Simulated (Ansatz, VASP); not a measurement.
**Two plane-wave programs on Be**

File INCAR:

```
SYSTEM = Be
ALGO     = Fast           ! electronic algorithm
EDIFF    = 1E-6           ! SCF threshold, eV
ENCUT    = 520            ! plane-wave cutoff, eV
GGA      = PE             ! functional
ISIF     = 2              ! what is computed and relaxed
ISMEAR   = 0              ! smearing method
LASPH    = .True.         ! aspherical terms in the spheres
LCHARG   = .False.        ! write CHGCAR
LREAL    = .False.        ! projectors in reciprocal space
LWAVE    = .False.        ! write WAVECAR
NBANDS   = 9              ! bands
NELM     = 100            ! most SCF steps
PREC     = Accurate       ! precision mode
SIGMA    = 0.15           ! smearing width, eV
```

KPOINTS

```
k-points
0
Gamma
  24 24 14
  0 0 0
```

POSCAR

```
Be
1.0
    2.4144770842      0.0000000000      0.0000000000
   -1.2072385421      2.0909984917      0.0000000000
    0.0000000000      0.0000000000      3.6909225000
Be
2
Direct
    0.3333333333      0.6666666667      0.2500000000
    0.6666666667      0.3333333333      0.7500000000
```

Input for Ansatz:

```yaml
crystal:
  lattice:
    - [2.4144770842, 0.0, 0.0]
    - [-1.2072385421, 2.0909984917, 0.0]
    - [0.0, 0.0, 3.6909225]
  atoms:
    - { symbol: Be, position: [0.3333333333, 0.6666666667, 0.25] }
    - { symbol: Be, position: [0.6666666667, 0.3333333333, 0.75] }
basis:
  ecutwfc: 420
kpoints:
  mp_grid: { grid: [24, 24, 14] }
hamiltonian:
  xc: pbe
scf:
  occupations: { method: gaussian, width: 0.15 }
output:
  forces: true
  stress: true
  eigenvalues: true
  write_density: true
  write_potential: true
  elf: true
  volumetric_format: npy
```

Change from the starting cell: strain +0.050 along x and y, +0.025 along z, atoms carried along.

Alike in both runs: task single point; functional PBE; k mesh 24 × 24 × 14; occupations gaussian, width 0.15 eV; no spin polarisation.

```csv
,VASP,Ansatz
version,VASP 6.6.1,Ansatz 0.2.0
potentials or method,"VASP PAW PBE potentials, release 64 (Be)","scalar-relativistic, plane waves, PAW"
plane-wave cutoff (eV),520,420
valence electrons in the cell,4,4
```

```tsv
	VASP	Ansatz	Ansatz less VASP
gap on the k mesh at the Fermi level (eV)	none	none	-
pressure (GPa)	-15.0	-15.0	-0.08
largest component of the traceless stress (GPa)	2.98	2.96	-0.021
```

A gap of «none» marks a metal or a gap that the smearing closes. With one functional, cell and mesh, what is left measures potentials, basis and numerics.
